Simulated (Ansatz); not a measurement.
# Se: stiffness from a series of strains

```xyz
3
Lattice="4.3552 0.0000 0.0000 -2.1776 3.7717 0.0000 0.0000 0.0000 4.9494" Properties=species:S:1:pos:R:3 pbc="T T T"
Se    0.9451    0.0000    0.8249
Se   -0.4725    0.8185    4.1245
Se    1.7050    2.9532    2.4747
```

Atoms are numbered in the order listed.

The geometry is COD entry 9008579, unchecked; take it as a test cell.

These are results of DFT, PBE, all-electron LAPW, scalar-relativistic in Ansatz 0.2.0, not measurements.

Settings: a Γ-centred 8×8×6 k mesh, Fermi–Dirac smearing of 0.03 eV, basis error target 0.5 meV/atom, no spin polarisation.

The strain is applied along the Cartesian axes of the cell as listed (the other components stay zero). Fractional coordinates are held (clamped ions).

σ is the change of stress from the unstrained cell, which is at 5.52 GPa; tension is positive, so slopes are stress–strain coefficients at that pressure.

Only quantities that a quadratic follows smoothly over the whole series are listed; rougher ones are left out.

```
    εzz  σzz (GPa)  σxx (GPa)
-0.0300      -4.89      -2.29
-0.0200      -3.19      -1.48
-0.0100      -1.56      -0.72
 0.0000       0.00       0.00
 0.0200       2.92       1.30
 0.0300       4.29       1.89
```

(1) Fit the series and read off the stiffness at zero strain.

(2) One run, at εzz = 0.0100, is withheld. Predict its row.

## Answers

(1) Least-squares fits y = p0 + p1 x + p2 x² to the rows give σzz (GPa): p1 = 153, p2 = -330; σxx (GPa): p1 = 69.6, p2 = -220. So C33 = 153 GPa and C13 = 70 GPa, for these axes.

(2) The fits give 1.50, 0.67; the run gave 1.49, 0.67.
